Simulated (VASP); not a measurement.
# BaTiO3 (P4mm) in VASP: further runs

The runs below take BaTiO3 through single point, with PBE.

Program: VASP 6.6.1. These are calculated values, not measurements. Logs are shortened: lines on timing, memory, paths and dates and some standing lists are left out, and cuts for length are marked.

## (1) The crystal as given

It takes space group P4mm (No. 99, tetragonal). Conventional cell: a = 4.000 Å, b = 4.000 Å, c = 4.018 Å, α = 90.00°, β = 90.00°, γ = 90.00°. Ba (site symmetry 4mm) has 12 O at 2.79 to 2.88 Å as nearest neighbours. Around Ti (site symmetry 4mm) lie 6 O at 1.89 to 2.13 Å. O (site symmetry 2mm) has 2 Ti at 2.00 Å as nearest neighbours. Around O (site symmetry 4mm) lie 2 Ti at 1.89 to 2.13 Å.

## (2) Single point, PBE

File INCAR:

```
  ADDGRID = False
  ALGO = Normal
  EDIFF = 1E-6
  ENCUT = 460
  GGA = PE
  ISIF = 2
  ISMEAR = 0
  LASPH = True
  LCHARG = False
  LREAL = False
  LWAVE = False
  NELM = 100
  PREC = Accurate
  SIGMA = 0.05
```

File KPOINTS:

```
k-points
0
Gamma
  5 5 5
```

File POSCAR:

```
BaTiO3
1.0
    3.9998000000      0.0000000000      0.0000000000
    0.0000000000      3.9998000000      0.0000000000
    0.0000000000      0.0000000000      4.0180000000
Ba Ti O
1 1 3
Direct
    0.0000000000      0.0000000000      0.0000000000
    0.5000000000      0.5000000000      0.4900000000
    0.0000000000      0.5000000000      0.5170000000
    0.5000000000      0.0000000000      0.5170000000
    0.5000000000      0.5000000000      0.0190000000
```

Potentials or basis: VASP PAW PBE potentials, release 64 (Ba_sv, Ti_sv, O).

On the command line:

```
$ cat potpaw_PBE.64/Ba_sv/POTCAR potpaw_PBE.64/Ti_sv/POTCAR potpaw_PBE.64/O/POTCAR > POTCAR
$ mpirun -np 1 vasp_std > vasp.out
```

OUTCAR:

```text
EDIFF = 1E-6
   ENCUT = 460
   GGA = PE
   ISIF = 2
   ISMEAR = 0
   LASPH = True
   LREAL = False
   NELM = 100
   PREC = Accurate

 Found     18 irreducible k-points:

 Following reciprocal coordinates:
            Coordinates               Weight
  0.000000  0.000000  0.000000      1.000000
  0.200000  0.000000  0.000000      4.000000
  0.400000  0.000000  0.000000      4.000000
  0.200000  0.200000  0.000000      4.000000
  0.400000  0.200000  0.000000      8.000000
  0.400000  0.400000  0.000000      4.000000
   k-points           NKPTS =     18   k-points in BZ     NKDIM =     18   number of bands    NBANDS=     24
   number of dos      NEDOS =    301   number of ions     NIONS =      5
   total plane-waves  NPLWV =  21952
   dimension x,y,z NGX =    28 NGY =   28 NGZ =   28
   dimension x,y,z NGXF=    56 NGYF=   56 NGZF=   56
   ions per type =               1   1   3
   NGX,Y,Z   is equivalent  to a cutoff of  11.64, 11.64, 11.59 a.u.
   NGXF,Y,Z  is equivalent  to a cutoff of  23.28, 23.28, 23.17 a.u.
 SYSTEM =  unknown system
   PREC   = accura    normal or accurate (medium, high low for compatibility)
   ISTART =      0    job   : 0-new  1-cont  2-samecut
   ICHARG =      2    charge: 1-file 2-atom 10-const
   ISPIN  =      1    spin polarized calculation?
   LNONCOLLINEAR =      F non collinear calculations
   LSORBIT =      F    spin-orbit coupling
   LASPH  =      T    aspherical Exc in radial PAW
   ENCUT  =  460.0 eV  33.81 Ry    5.81 a.u.   6.99  6.99  7.03*2*pi/ulx,y,z
   NELM   =    100;   NELMIN=  2; NELMDL= -5     # of ELM steps
   EDIFF  = 0.1E-05   stopping-criterion for ELM
   LREAL  =      F    real-space projection
   EDIFFG = 0.1E-04   stopping-criterion for IOM
   NSW    =      0    number of steps for IOM
   IBRION =     -1    ionic relax: 0-MD 1-quasi-New 2-CG
   NFREE  =      0    steps in history (QN), initial steepest desc. (CG)
   ISIF   =      2    stress and relaxation
   ISYM   =      2    0-nonsym 1-usesym 2-fastsym
   POTIM  = 0.5000    time-step for ionic-motion
   TEBEG  =    0.0;   TEEND  =   0.0 temperature during run
   PSTRESS=    0.0 pullay stress
   NELECT =      40.0000    total number of electrons
   NUPDOWN=      -1.0000    fix difference up-down
   EMIN   =  10.00;   EMAX   =-10.00  energy-range for DOS
   EFERMI =   0.00;   METHOD = LEGACY
   ISMEAR =     0;   SIGMA  =   0.05  broadening in eV -4-tet -1-fermi 0-gaus
   EFERMI_NEDOS =   21; number of points for ismear=-14 and -15
   IALGO  =     38    algorithm
   IMIX   =      4    mixing-type and parameters
     AMIX     =   0.40;   BMIX     =  1.00
     AMIX_MAG =   1.60;   BMIX_MAG =  1.00
  volume/ion in A,a.u.               =      12.86        86.76
  Fermi-wavevector in a.u.,A,eV,Ry     =   1.397653  2.641181 26.578078  1.953434
  Thomas-Fermi vector in A             =   2.520888
   LORBIT       =      0    0 simple, 1 ext, 2 COOP (PROOUT), +10 PAW based schemes
   GGA     = PE    functional components
   LHFCALC =     F    Hartree Fock is set to
   AEXX    =    0.0000 exact exchange contribution
   IVDW    =     0    specifies the selected vdW correction
   LEPSILON=     F    determine dielectric tensor
   LRPA    =     F    only Hartree local field effects (RPA)
 non-spin polarized calculation
 Gauss-broadening in eV      SIGMA  =   0.05
  energy-cutoff  :      460.00
  volume of cell :       64.28
 maximum number of plane-waves:      1450
 NGX is ok and might be reduce to    28
   NGX = 13   NGY = 13   NGZ = 15

 number of electron      40.0000031 magnetization

 Free energy of the ion-electron system (eV)
  ---------------------------------------------------
  ext. energy  EPLUGINS =         0.00000000
  ---------------------------------------------------
  free energy    TOTEN  =       -39.98905173 eV

  energy without entropy =      -39.98905173  energy(sigma->0) =      -39.98905173

 E-fermi :   4.0542     XC(G=0): -11.2420

 val. band max:        3.6864110138   @ k =   0.4000   0.4000   0.4000
 cond. band min:       5.6160095907   @ k =   0.0000   0.0000   0.0000
 fundamental gap:      1.9295985769
 Fermi energy:         4.0542184032

 k-point     1 :       0.0000    0.0000    0.0000
  band No.  band energies     occupation
      1     -52.7573      2.00000
      2     -28.9993      2.00000
      3     -28.9699      2.00000
      4     -28.9699      2.00000
      5     -21.0128      2.00000
      6     -13.0733      2.00000
[... 16 lines left out ...]
     23       5.8324      0.00000
     24       7.8074      0.00000

 k-point     2 :       0.2000    0.0000    0.0000
  band No.  band energies     occupation
      1     -52.7571      2.00000
      2     -28.9986      2.00000
      3     -28.9881      2.00000
      4     -28.9692      2.00000
      5     -20.9722      2.00000
      6     -13.1162      2.00000
[... 16 lines left out ...]
     23       6.3390      0.00000
     24       7.8789      0.00000

 k-point     3 :       0.4000    0.0000    0.0000
  band No.  band energies     occupation
      1     -52.7565      2.00000
      2     -29.0175      2.00000
      3     -28.9974      2.00000
      4     -28.9681      2.00000
      5     -20.9050      2.00000
      6     -13.2760      2.00000
[... 16 lines left out ...]
     23       7.2140      0.00000
     24       7.8721      0.00000

 k-point     4 :       0.2000    0.2000    0.0000
  band No.  band energies     occupation
      1     -52.7567      2.00000
      2     -28.9979      2.00000
      3     -28.9876      2.00000
      4     -28.9869      2.00000
      5     -20.9365      2.00000
      6     -13.0786      2.00000
[... 16 lines left out ...]
     23       6.6162      0.00000
     24       8.2962      0.00000

 k-point     5 :       0.4000    0.2000    0.0000
  band No.  band energies     occupation
      1     -52.7561      2.00000
      2     -29.0163      2.00000
      3     -28.9968      2.00000
      4     -28.9859      2.00000
      5     -20.8773      2.00000
      6     -13.1224      2.00000
[... 16 lines left out ...]
     23       7.2828      0.00000
     24       8.3637      0.00000

 k-point     6 :       0.4000    0.4000    0.0000
  band No.  band energies     occupation
      1     -52.7556      2.00000
      2     -29.0147      2.00000
      3     -29.0144      2.00000
      4     -28.9956      2.00000
      5     -20.8317      2.00000
      6     -12.8690      2.00000
[... 16 lines left out ...]
     23       7.6145      0.00000
     24       8.5387      0.00000

 [... further k-points ...]

------------------------ aborting loop because EDIFF is reached ----------------------------------------

  FORCE on cell =-STRESS in cart. coord.  units (eV):
  Direction    XX          YY          ZZ          XY          YZ          ZX
  --------------------------------------------------------------------------------------
  -------------------------------------------------------------------------------------
  Total        1.2490659      1.2490659      1.6332790      0.0000000      0.0000000      0.0000000
  in kB       31.1321743     31.1321743     40.7084418      0.0000000      0.0000000      0.0000000
  external PRESSURE =      34.3242634 kB  Pullay stress =       0.0000000 kB

 VOLUME and BASIS-vectors are now :
 -----------------------------------------------------------------------------
  energy-cutoff  :      460.00
  volume of cell :       64.28
      direct lattice vectors                 reciprocal lattice vectors
     3.999800000  0.000000000  0.000000000     0.250012501  0.000000000  0.000000000
     0.000000000  3.999800000  0.000000000     0.000000000  0.250012501  0.000000000
     0.000000000  0.000000000  4.018000000     0.000000000  0.000000000  0.248880040

 POSITION                                       TOTAL-FORCE (eV/Angst)
 -----------------------------------------------------------------------------------
      0.00000      0.00000      0.00000         0.000000      0.000000      0.074809
      1.99990      1.99990      1.96882        -0.000000     -0.000000     -0.133212
      0.00000      1.99990      2.07731         0.000000      0.000000     -0.110757
      1.99990      0.00000      2.07731         0.000000      0.000000     -0.110757
      1.99990      1.99990      0.07634         0.000000      0.000000      0.279918
 -----------------------------------------------------------------------------------
    total drift:                                0.000000      0.000000     -0.000291

  FREE ENERGIE OF THE ION-ELECTRON SYSTEM (eV)
  ---------------------------------------------------
  free  energy   TOTEN  =       -39.9890517285 eV

  energy  without entropy=      -39.9890517285  energy(sigma->0) =      -39.98905173
```

Wall time 41 s (1 thread of Intel Xeon Platinum 8175M at 2.50GHz (Skylake/Cascade Lake), shared host); peak memory 0.17 GiB.

These settings aren't checked as converged: the numbers below hold their error.

What came out:

| Quantity | Value |
| --- | --- |
| Free energy | -39.9891 eV |
| Pressure | 3.4 GPa |
| Largest force | 0.280 eV/Å |
| Band gap on the k mesh | 1.93 eV, indirect (least direct gap 2.06 eV) |

Caveat: the cutoff is under 1.25 times the usual one of these potentials, so pressure, stress and relaxed cells hold a basis-set (Pulay) error; spin-orbit coupling is left out, which moves the levels of the heavy elements; an odd mesh through Γ misses points on the zone boundary, where band edges often lie.

## (3) Single point, PBE

Changes to INCAR since step 2:

```diff
@@ -2,3 +2,3 @@
   ALGO = Normal
-  EDIFF = 1E-6
+  EDIFF = 1E-7
   ENCUT = 460
@@ -7,3 +7,3 @@
   ISMEAR = 0
-  LASPH = True
+  LASPH = False
   LCHARG = False
```

KPOINTS is that of step 2.

POSCAR is that of step 2.

Potentials or basis: VASP PAW PBE potentials, release 64 (Ba_sv, Ti_sv, O).

On the command line:

```
$ cat potpaw_PBE.64/Ba_sv/POTCAR potpaw_PBE.64/Ti_sv/POTCAR potpaw_PBE.64/O/POTCAR > POTCAR
$ mpirun -np 1 vasp_std > vasp.out
```

OUTCAR:

```text
EDIFF = 1E-7
   ENCUT = 460
   GGA = PE
   ISIF = 2
   ISMEAR = 0
   LASPH = False
   LREAL = False
   NELM = 100
   PREC = Accurate

 Found     18 irreducible k-points:

 Following reciprocal coordinates:
            Coordinates               Weight
  0.000000  0.000000  0.000000      1.000000
  0.200000  0.000000  0.000000      4.000000
  0.400000  0.000000  0.000000      4.000000
  0.200000  0.200000  0.000000      4.000000
[... 245 lines left out ...]
  --------------------------------------------------------------------------------------
  -------------------------------------------------------------------------------------
  Total        1.2434905      1.2434905      1.6311580      0.0000000      0.0000000      0.0000000
  in kB       30.9932106     30.9932106     40.6555780      0.0000000      0.0000000      0.0000000
  external PRESSURE =      34.2139997 kB  Pullay stress =       0.0000000 kB

 VOLUME and BASIS-vectors are now :
 -----------------------------------------------------------------------------
  energy-cutoff  :      460.00
  volume of cell :       64.28
      direct lattice vectors                 reciprocal lattice vectors
     3.999800000  0.000000000  0.000000000     0.250012501  0.000000000  0.000000000
     0.000000000  3.999800000  0.000000000     0.000000000  0.250012501  0.000000000
     0.000000000  0.000000000  4.018000000     0.000000000  0.000000000  0.248880040

 POSITION                                       TOTAL-FORCE (eV/Angst)
 -----------------------------------------------------------------------------------
      0.00000      0.00000      0.00000         0.000000      0.000000      0.074741
      1.99990      1.99990      1.96882         0.000000      0.000000     -0.129006
      0.00000      1.99990      2.07731         0.000000      0.000000     -0.111187
      1.99990      0.00000      2.07731         0.000000      0.000000     -0.111187
      1.99990      1.99990      0.07634         0.000000     -0.000000      0.276638
 -----------------------------------------------------------------------------------
    total drift:                                0.000000      0.000000      0.000233

  FREE ENERGIE OF THE ION-ELECTRON SYSTEM (eV)
  ---------------------------------------------------
  free  energy   TOTEN  =       -39.9881558772 eV

  energy  without entropy=      -39.9881558772  energy(sigma->0) =      -39.98815588
```

Wall time 39 s (1 thread of Intel Xeon Platinum 8175M at 2.50GHz (Skylake/Cascade Lake), shared host); peak memory 0.16 GiB.

The run converged, but some of its settings lie outside the range that counts as converged, so its numbers aren't taken as properties of the crystal.

Results:

```
Free energy            : -39.9882 eV
Pressure               : 3.4 GPa
Largest force          : 0.277 eV/Å
Band gap on the k mesh : 1.93 eV, indirect (least direct gap 2.06 eV)
```

Caveat: the cutoff is under 1.25 times the usual one of these potentials, so pressure, stress and relaxed cells hold a basis-set (Pulay) error; spin-orbit coupling is left out, which moves the levels of the heavy elements; an odd mesh through Γ misses points on the zone boundary, where band edges often lie.

## (4) Single point, PBE

Changes to INCAR since step 3:

```diff
@@ -3,3 +3,3 @@
   EDIFF = 1E-7
-  ENCUT = 460
+  ENCUT = 340
   GGA = PE
@@ -7,3 +7,3 @@
   ISMEAR = 0
-  LASPH = False
+  LASPH = True
   LCHARG = False
```

File KPOINTS:

```
k-points
0
Gamma
  6 6 6
```

POSCAR is that of step 3.

On the command line:

```
$ cat potpaw_PBE.64/Ba_sv/POTCAR potpaw_PBE.64/Ti_sv/POTCAR potpaw_PBE.64/O/POTCAR > POTCAR
$ mpirun -np 1 vasp_std > vasp.out
```

Run time: 56 s. Hardware: 1 thread of Intel Xeon Platinum 8175M at 2.50GHz (Skylake/Cascade Lake), shared host; peak memory 0.15 GiB.

The run converged, but a check on its numbers failed (symmetry, net force, bounds or a known fault of this set-up), so they aren't taken as properties of the crystal.

Caveat: the cutoff lies under the usual one of these potentials, so the numbers hold a large basis-set error; spin-orbit coupling is left out, which moves the levels of the heavy elements.

## (5) Single point, PBE

Changes to INCAR since step 4:

```diff
@@ -3,3 +3,3 @@
   EDIFF = 1E-7
-  ENCUT = 340
+  ENCUT = 400
   GGA = PE
```

KPOINTS is that of step 4.

POSCAR is that of step 4.

On the command line:

```
$ cat potpaw_PBE.64/Ba_sv/POTCAR potpaw_PBE.64/Ti_sv/POTCAR potpaw_PBE.64/O/POTCAR > POTCAR
$ mpirun -np 1 vasp_std > vasp.out
```

Run time: 78 s. Hardware: 1 thread of Intel Xeon Platinum 8175M at 2.50GHz (Skylake/Cascade Lake), shared host; peak memory 0.18 GiB.

The run converged, but some of its settings lie outside the range that counts as converged, so its numbers aren't taken as properties of the crystal.

Results:

| Property | Result |
| --- | --- |
| Free energy | -40.0304 eV |
| Largest force | 0.289 eV/Å |
| Band gap on the k mesh | 1.77 eV, indirect (least direct gap 2.06 eV) |

Caveat: the cutoff is under 1.25 times the usual one of these potentials, so pressure, stress and relaxed cells hold a basis-set (Pulay) error; spin-orbit coupling is left out, which moves the levels of the heavy elements.

## (6) Single point, PBE

Changes to INCAR since step 5:

```diff
@@ -3,3 +3,3 @@
   EDIFF = 1E-7
-  ENCUT = 400
+  ENCUT = 460
   GGA = PE
```

KPOINTS is that of step 5.

POSCAR is that of step 5.

Potentials or basis: VASP PAW PBE potentials, release 64 (Ba_sv, Ti_sv, O).

On the command line:

```
$ cat potpaw_PBE.64/Ba_sv/POTCAR potpaw_PBE.64/Ti_sv/POTCAR potpaw_PBE.64/O/POTCAR > POTCAR
$ mpirun -np 1 vasp_std > vasp.out
```

It took 90 s on 1 thread of Intel Xeon Platinum 8175M at 2.50GHz (Skylake/Cascade Lake), shared host; peak memory 0.19 GiB.

These settings aren't checked as converged: the numbers below hold their error.

Results:

```yaml
Free_energy: -39.9901 eV
Pressure: 3.4 GPa
Largest_force: 0.275 eV/Å
Band_gap_on_the_k_mesh: 1.77 eV, indirect (least direct gap 2.06 eV)
```

Caveat: the cutoff is under 1.25 times the usual one of these potentials, so pressure, stress and relaxed cells hold a basis-set (Pulay) error; spin-orbit coupling is left out, which moves the levels of the heavy elements.

## (7) For comparison

An earlier run on the cell as given: functional PBEsol; potentials or basis VASP PAW PBE potentials, release 64 (Ba_sv, Ti_sv, O); cutoff 520 eV; k mesh 7 × 7 × 7; occupations fermi-dirac, width 0.05 eV; no spin polarisation.

* Pressure: -2.0 GPa
* Largest force: 0.323 eV/Å
* Band gap on the k mesh: 1.82 eV, indirect (least direct gap 2.02 eV)
